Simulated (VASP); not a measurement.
# GaAs (F-43m) in VASP: a series of runs

One crystal, GaAs, is run at these levels: PBE, PBEsol; tasks: relaxation of cell and atoms.

Program: VASP 6.6.1. These are calculated values, not measurements. Logs are shortened: lines on timing, memory, paths and dates and some standing lists are left out, and cuts for length are marked.

## (1) Starting point

Symmetry: F-43m, No. 216, cubic system. The conventional cell has a = 5.750 Å, b = 5.750 Å, c = 5.750 Å, α = 90.00°, β = 90.00°, γ = 90.00°. Ga (site symmetry -43m) has 4 As at 2.49 Å as nearest neighbours. As (site symmetry -43m) has 4 Ga at 2.49 Å as nearest neighbours.

## (2) Relaxation of cell and atoms, PBE

Contents of INCAR:

```
  ALGO = Normal
  EDIFF = 1E-7
  EDIFFG = -0.005
  ENCUT = 600
  GGA = PE
  IBRION = 2
  ISIF = 3
  ISMEAR = 0
  LASPH = T
  LCHARG = F
  LREAL = F
  LWAVE = F
  NELM = 80
  NSW = 90
  PREC = Accurate
  SIGMA = 0.03
```

Contents of KPOINTS:

```
k-points
0
Gamma
  10 10 10
```

Contents of POSCAR:

```
GaAs                                    
1.0
   -0.0000000000      2.8751155357      2.8751155357
    2.8751155357      0.0000000000      2.8751155357
    2.8751155357      2.8751155357      0.0000000000
  Ga              As            
     1     1
Direct
     0.0000000000000000    0.0000000000000000    0.0000000000000000
     0.2500000000000000    0.2500000000000000    0.2500000000000000
```

Potentials or basis: VASP PAW PBE potentials, release 64 (Ga_d, As).

On the command line:

```bash
> cat potpaw_PBE.64/Ga_d/POTCAR potpaw_PBE.64/As/POTCAR > POTCAR
> mpirun -np 1 vasp_std > vasp.out
```

OUTCAR:

```text
EDIFF = 1E-7
   EDIFFG = -0.005
   ENCUT = 600
   GGA = PE
   IBRION = 2
   ISIF = 3
   ISMEAR = 0
   LASPH = T
   LREAL = F
   NELM = 80
   NSW = 90
   PREC = Accurate

 ion  position               nearest neighbor table
   1  0.000  0.000  0.000-   2 2.49   2 2.49   2 2.49   2 2.49
   2  0.250  0.250  0.250-   1 2.49   1 2.49   1 2.49   1 2.49

  LATTYP: Found a face centered cubic cell.
 ALAT       =     5.7502310714

  Lattice vectors:

 A1 = (   0.0000000000,   2.8751155357,   2.8751155357)
 A2 = (   2.8751155357,   0.0000000000,   2.8751155357)
 A3 = (   2.8751155357,   2.8751155357,   0.0000000000)

Analysis of symmetry for initial positions (statically):
=====================================================================
 Subroutine PRICEL returns:
 Original cell was already a primitive cell.

 Routine SETGRP: Setting up the symmetry group for a
 face centered cubic supercell.

 Subroutine GETGRP returns: Found 24 space group operations
 (whereof 24 operations were pure point group operations)
 out of a pool of 48 trial point group operations.

The static configuration has the point symmetry T_d .

Analysis of symmetry for dynamics (positions and initial velocities):
=====================================================================
 Subroutine PRICEL returns:
 Original cell was already a primitive cell.

 Routine SETGRP: Setting up the symmetry group for a
 face centered cubic supercell.

 Subroutine GETGRP returns: Found 24 space group operations
 (whereof 24 operations were pure point group operations)
 out of a pool of 48 trial point group operations.

The dynamic configuration has the point symmetry T_d .

 Subroutine INISYM returns: Found 24 space group operations
 (whereof 24 operations are pure point group operations),
 and found     1 'primitive' translations

----------------------------------------------------------------------------------------

                                     Primitive cell

  volume of cell :      47.5331

  direct lattice vectors                    reciprocal lattice vectors
     0.000000000  2.875115536  2.875115536    -0.173906055  0.173906055  0.173906055
     2.875115536  0.000000000  2.875115536     0.173906055 -0.173906055  0.173906055
     2.875115536  2.875115536  0.000000000     0.173906055  0.173906055 -0.173906055

  length of vectors
     4.066027384  4.066027384  4.066027384     0.301214123  0.301214123  0.301214123

  position of ions in fractional coordinates (direct lattice)
     0.000000000  0.000000000  0.000000000
     0.250000000  0.250000000  0.250000000

  ion indices of the primitive-cell ions
   primitive index   ion index
                 1           1
                 2           2

----------------------------------------------------------------------------------------

 KPOINTS: k-points

Automatic generation of k-mesh.
 Grid dimensions read from file:
 generate k-points for:   10   10   10

 Generating k-lattice:

  Cartesian coordinates                     Fractional coordinates (reciprocal lattice)
    -0.017390605  0.017390605  0.017390605     0.100000000  0.000000000  0.000000000
     0.017390605 -0.017390605  0.017390605     0.000000000  0.100000000  0.000000000
     0.017390605  0.017390605 -0.017390605     0.000000000  0.000000000  0.100000000

  Length of vectors
     0.030121412  0.030121412  0.030121412

  Shift w.r.t. Gamma in fractional coordinates (k-lattice)
     0.000000000  0.000000000  0.000000000

 Subroutine IBZKPT returns following result:
 ===========================================

 Found     47 irreducible k-points:

 Following reciprocal coordinates:
            Coordinates               Weight
  0.000000  0.000000  0.000000      1.000000
  0.100000  0.000000  0.000000      8.000000
  0.200000  0.000000  0.000000      8.000000
  0.300000  0.000000  0.000000      8.000000
  0.400000  0.000000  0.000000      8.000000
  0.500000  0.000000  0.000000      4.000000
[... 16 lines left out ...]
  0.300000  0.300000  0.000000      6.000000
  0.400000  0.300000  0.000000     24.000000
 [... further k-points ...]
   k-points           NKPTS =     47   k-points in BZ     NKDIM =     47   number of bands    NBANDS=     13
   number of dos      NEDOS =    301   number of ions     NIONS =      2
   total plane-waves  NPLWV =  32768
   dimension x,y,z NGX =    32 NGY =   32 NGZ =   32
   dimension x,y,z NGXF=    64 NGYF=   64 NGZF=   64
   ions per type =               1   1
   NGX,Y,Z   is equivalent  to a cutoff of  13.08, 13.08, 13.08 a.u.
   NGXF,Y,Z  is equivalent  to a cutoff of  26.17, 26.17, 26.17 a.u.
 SYSTEM =  unknown system
   PREC   = accura    normal or accurate (medium, high low for compatibility)
   ISTART =      0    job   : 0-new  1-cont  2-samecut
   ICHARG =      2    charge: 1-file 2-atom 10-const
   ISPIN  =      1    spin polarized calculation?
   LNONCOLLINEAR =      F non collinear calculations
   LSORBIT =      F    spin-orbit coupling
   LASPH  =      T    aspherical Exc in radial PAW
   ENCUT  =  600.0 eV  44.10 Ry    6.64 a.u.   8.12  8.12  8.12*2*pi/ulx,y,z
   NELM   =     80;   NELMIN=  2; NELMDL= -5     # of ELM steps
   EDIFF  = 0.1E-06   stopping-criterion for ELM
   LREAL  =      F    real-space projection
   EDIFFG = -.5E-02   stopping-criterion for IOM
   NSW    =     90    number of steps for IOM
   IBRION =      2    ionic relax: 0-MD 1-quasi-New 2-CG
   NFREE  =      1    steps in history (QN), initial steepest desc. (CG)
   ISIF   =      3    stress and relaxation
   ISYM   =      2    0-nonsym 1-usesym 2-fastsym
   POTIM  = 0.5000    time-step for ionic-motion
   TEBEG  =    0.0;   TEEND  =   0.0 temperature during run
   PSTRESS=    0.0 pullay stress
   NELECT =      18.0000    total number of electrons
   NUPDOWN=      -1.0000    fix difference up-down
   EMIN   =  10.00;   EMAX   =-10.00  energy-range for DOS
   EFERMI =   0.00;   METHOD = LEGACY
   ISMEAR =     0;   SIGMA  =   0.03  broadening in eV -4-tet -1-fermi 0-gaus
   EFERMI_NEDOS =   21; number of points for ismear=-14 and -15
   IALGO  =     38    algorithm
   IMIX   =      4    mixing-type and parameters
     AMIX     =   0.40;   BMIX     =  1.00
     AMIX_MAG =   1.60;   BMIX_MAG =  1.00
  volume/ion in A,a.u.               =      23.77       160.38
  Fermi-wavevector in a.u.,A,eV,Ry     =   1.184405  2.238202 19.086471  1.402816
  Thomas-Fermi vector in A             =   2.320620
   LORBIT       =      0    0 simple, 1 ext, 2 COOP (PROOUT), +10 PAW based schemes
   GGA     = PE    functional components
   LHFCALC =     F    Hartree Fock is set to
   AEXX    =    0.0000 exact exchange contribution
   IVDW    =     0    specifies the selected vdW correction
   LEPSILON=     F    determine dielectric tensor
   LRPA    =     F    only Hartree local field effects (RPA)
 conjugate gradient relaxation of ions
 non-spin polarized calculation
 Gauss-broadening in eV      SIGMA  =   0.03
  energy-cutoff  :      600.00
  volume of cell :       47.53
 maximum number of plane-waves:      1604
   NGX = 17   NGY = 17   NGZ = 17

 number of electron      17.9999994 magnetization

 Free energy of the ion-electron system (eV)
  ---------------------------------------------------
  ext. energy  EPLUGINS =         0.00000000
  ---------------------------------------------------
  free energy    TOTEN  =        -8.27513043 eV

  energy without entropy =       -8.27513026  energy(sigma->0) =       -8.27513035

 E-fermi :   3.5427     XC(G=0):  -9.3614

 val. band max:        3.4671765221   @ k =   0.0000   0.0000   0.0000
 cond. band min:       3.6119242869   @ k =   0.0000   0.0000   0.0000
 fundamental gap:      0.1447477647
 Fermi energy:         3.5427266858

 k-point     1 :       0.0000    0.0000    0.0000
  band No.  band energies     occupation
      1     -11.2564      2.00000
      2     -11.2564      2.00000
      3     -11.2564      2.00000
      4     -11.1889      2.00000
      5     -11.1889      2.00000
      6      -8.9054      2.00000
      7       3.4672      1.99963
      8       3.4672      1.99963
      9       3.4672      1.99963
     10       3.6119      0.00111
     11       7.1820      0.00000
     12       7.1820      0.00000
     13       7.1820      0.00000

 k-point     2 :       0.1000    0.0000    0.0000
  band No.  band energies     occupation
      1     -11.2633      2.00000
      2     -11.2544      2.00000
      3     -11.2544      2.00000
      4     -11.1890      2.00000
      5     -11.1890      2.00000
      6      -8.7966      2.00000
      7       1.8982      2.00000
      8       3.3209      2.00000
      9       3.3209      2.00000
     10       4.6920      0.00000
     11       7.3894      0.00000
     12       7.4022      0.00000
     13       7.4022      0.00000

 k-point     3 :       0.2000    0.0000    0.0000
  band No.  band energies     occupation
      1     -11.2804      2.00000
      2     -11.2496      2.00000
      3     -11.2496      2.00000
      4     -11.1889      2.00000
      5     -11.1889      2.00000
      6      -8.4840      2.00000
      7       0.2133      2.00000
      8       3.0023      2.00000
      9       3.0023      2.00000
     10       4.8650      0.00000
     11       7.8400      0.00000
     12       7.8400      0.00000
     13       8.4335      0.00000

 k-point     4 :       0.3000    0.0000    0.0000
  band No.  band energies     occupation
      1     -11.3000      2.00000
      2     -11.2445      2.00000
      3     -11.2445      2.00000
      4     -11.1880      2.00000
      5     -11.1880      2.00000
      6      -8.0185      2.00000
      7      -1.3036      2.00000
      8       2.6882      2.00000
      9       2.6882      2.00000
     10       4.6205      0.00000
     11       8.0993      0.00000
     12       8.0993      0.00000
     13       9.9668      0.00000

 k-point     5 :       0.4000    0.0000    0.0000
  band No.  band energies     occupation
      1     -11.3150      2.00000
      2     -11.2411      2.00000
      3     -11.2411      2.00000
      4     -11.1865      2.00000
      5     -11.1865      2.00000
      6      -7.5290      2.00000
      7      -2.4471      2.00000
      8       2.4746      2.00000
      9       2.4746      2.00000
     10       4.4069      0.00000
     11       8.1108      0.00000
     12       8.1108      0.00000
     13      11.0761      0.00000
[... 257 lines left out ...]
 k-point    22 :      -0.2000    0.2000    0.0000
  band No.  band energies     occupation
      1     -11.3060      2.00000
      2     -11.2417      2.00000
      3     -11.2401      2.00000
      4     -11.1913      2.00000
      5     -11.1871      2.00000
      6      -7.8571      2.00000
      7      -1.2387      2.00000
      8       0.9943      2.00000
      9       2.7389      2.00000
     10       6.0087      0.00000
     11       8.2841      0.00000
     12       8.3492      0.00000
     13       8.9912      0.00000

 k-point    23 :       0.3000    0.3000    0.0000
  band No.  band energies     occupation
      1     -11.3215      2.00000
      2     -11.2300      2.00000
      3     -11.2300      2.00000
      4     -11.2015      2.00000
      5     -11.1818      2.00000
      6      -7.7056      2.00000
      7      -1.3258      2.00000
      8       1.5714      2.00000
      9       1.5714      2.00000
     10       5.2206      0.00000
     11       6.3346      0.00000
     12      10.6952      0.00000
     13      10.6952      0.00000

 k-point    24 :       0.4000    0.3000    0.0000
  band No.  band energies     occupation
      1     -11.3319      2.00000
      2     -11.2261      2.00000
      3     -11.2250      2.00000
      4     -11.2031      2.00000
      5     -11.1808      2.00000
      6      -7.3047      2.00000
      7      -2.0675      2.00000
      8       1.0525      2.00000
      9       1.3677      2.00000
     10       5.3515      0.00000
     11       6.2922      0.00000
     12      10.5380      0.00000
     13      11.1685      0.00000

 [... further k-points ...]
[... 5 lines left out ...]
  --------------------------------------------------------------------------------------
  -------------------------------------------------------------------------------------
  Total       -0.0038253     -0.0038253     -0.0038253      0.0000000      0.0000000      0.0000000
  in kB       -0.1289387     -0.1289387     -0.1289387      0.0000000      0.0000000      0.0000000
  external PRESSURE =      -0.1289387 kB  Pullay stress =       0.0000000 kB

 VOLUME and BASIS-vectors are now :
 -----------------------------------------------------------------------------
  energy-cutoff  :      600.00
  volume of cell :       47.53
      direct lattice vectors                 reciprocal lattice vectors
     0.000000000  2.875115536  2.875115536    -0.173906055  0.173906055  0.173906055
     2.875115536  0.000000000  2.875115536     0.173906055 -0.173906055  0.173906055
     2.875115536  2.875115536  0.000000000     0.173906055  0.173906055 -0.173906055

 POSITION                                       TOTAL-FORCE (eV/Angst)
 -----------------------------------------------------------------------------------
      0.00000      0.00000      0.00000        -0.000000     -0.000000      0.000000
      1.43756      1.43756      1.43756         0.000000      0.000000     -0.000000
 -----------------------------------------------------------------------------------
    total drift:                                0.000002      0.000002      0.000002

  FREE ENERGIE OF THE ION-ELECTRON SYSTEM (eV)
  ---------------------------------------------------
  free  energy   TOTEN  =        -8.2751304328 eV

  energy  without entropy=       -8.2751302606  energy(sigma->0) =       -8.27513035

 reached required accuracy - stopping structural energy minimisation
```

Wall time 57 s (1 thread of AMD EPYC 7R43 (Zen 3), shared host); peak memory 0.16 GiB.

What came out:

* Free energy: -8.2751 eV
* Pressure after relaxing: 0.0 GPa
* Band gap on the k mesh: 0.14 eV, direct

Final structure:
```cif
data_structure
_symmetry_space_group_name_H-M 'P 1'
_symmetry_Int_Tables_number 1
_cell_length_a 4.0660
_cell_length_b 4.0660
_cell_length_c 4.0660
_cell_angle_alpha 60.000
_cell_angle_beta 60.000
_cell_angle_gamma 60.000
_cell_volume 47.53
loop_
_atom_site_label
_atom_site_type_symbol
_atom_site_fract_x
_atom_site_fract_y
_atom_site_fract_z
_atom_site_occupancy
Ga1 Ga 0.00000 0.00000 0.00000 1
As1 As 0.25000 0.25000 0.25000 1
```

Caveat: the relaxation stopped at its first step, so nothing moved.

## (3) Relaxation of cell and atoms, PBEsol

This run uses another cell than the first one, of 22.59 Å³/atom, 0.950 times its volume.

Contents of INCAR:

```
  ALGO = Normal
  EDIFF = 1E-6
  EDIFFG = -0.01
  ENCUT = 600
  GGA = PS
  IBRION = 2
  ISIF = 3
  ISMEAR = 0
  KPAR = 4
  LASPH = T
  LCHARG = F
  LREAL = F
  LWAVE = F
  NELM = 80
  NSW = 90
  PREC = Accurate
  SIGMA = 0.03
```

KPOINTS is that of step 2.

Contents of POSCAR:

```
GaAs
1.0
    0.0000000000      2.8268500000      2.8268500000
    2.8268500000      0.0000000000      2.8268500000
    2.8268500000      2.8268500000      0.0000000000
Ga As
1 1
Direct
    0.0000000000      0.0000000000      0.0000000000
    0.2500000000      0.2500000000      0.2500000000
```

Potentials or basis: VASP PAW PBE potentials, release 64 (Ga_d, As).

On the command line:

```bash
> cat potpaw_PBE.64/Ga_d/POTCAR potpaw_PBE.64/As/POTCAR > POTCAR
> mpirun -np 4 vasp_std > vasp.out
```

Wall time 11 s (4 MPI ranks of Intel Xeon 6975P-C (Granite Rapids), shared host); peak memory 0.2 GiB.

Results (log left out):

```
Free energy                            : -9.0915 eV
Relaxed volume                         : 22.70 Å³/atom
Relaxed cell                           : a = 4.004 Å, b = 4.004 Å, c = 4.004 Å, α = 60.00°, β = 60.00°, γ = 60.00°
Space group after relaxing (to 0.05 Å) : F-43m (No. 216)
Energy gained by relaxing              : 0.1 meV/atom
Ionic steps                            : 3
Pressure after relaxing                : 0.0 GPa
Band gap on the k mesh                 : 0.42 eV, direct
```

Step by step:
```
step  energy change (eV)  largest force (eV/Å)  pressure (GPa)  volume (Å³)
   1              0.0000                0.0000            0.33        45.18
   2             -0.0002                0.0000           -0.18        45.48
   3             -0.0002                0.0000            0.01        45.40
```

Final structure:
```
CELL_PARAMETERS angstrom
0.00000 2.83140 2.83140
2.83140 0.00000 2.83140
2.83140 2.83140 0.00000
ATOMIC_POSITIONS crystal
Ga 0.00000 0.00000 0.00000
As 0.25000 0.25000 0.25000
```

Levels at points of the mesh, in eV from the valence-band top:
| k point | band 6 | band 7 | band 8 | band 9 | band 10 | band 11 | band 12 | band 13 |
| --- | --- | --- | --- | --- | --- | --- | --- | --- |
| (0.00, 0.00, 0.00) | -12.72 | 0.00 | 0.00 | 0.00 | 0.42 | 3.69 | 3.69 | 3.69 |
| (0.50, 0.00, 0.00) | -10.95 | -6.65 | -1.14 | -1.14 | 0.92 | 4.58 | 4.58 | 7.58 |
| (0.50, 0.50, 0.00) | -10.22 | -6.83 | -2.68 | -2.68 | 1.36 | 1.57 | 10.09 | 10.09 |

Caveat: the PAW data sets were made with another functional, which shifts forces and pressure a little.
